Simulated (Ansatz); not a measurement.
The system is TiC.

```
Ti C
1.0
     0.00000    2.16572    2.16572
     2.16572    0.00000    2.16572
     2.16572    2.16572    0.00000
Ti C
1 1
Direct
  0.00000 0.00000 0.00000
  0.50000 0.50000 0.50000
```

The cell is a database's computed one.

Base run:

* Program: Ansatz 0.2.0
* Functional: RPBE
* Potentials or basis: Ansatz PAW
* Cutoff: 420 eV (not typed: the program's choice for these potentials)
* k mesh: 11 × 11 × 11
* Occupations: gaussian, width 0.02 eV
* Spin: no spin polarisation

Its results: band gap on the k mesh none (metal or under the smearing width); pressure 4.9 GPa.

Question: The run is repeated on the same cell with these changes: functional from RPBE to PBEsol. What comes out?

Answer: Band gap on the k mesh none (metal or under the smearing width); pressure -6.7 GPa.

PBEsol binds more tightly than RPBE, so the same cell stands under less pressure.

Caveats: the PAW data sets come from PBE, with cores solved anew for the run's functional, which leaves a small shift of forces and pressure.
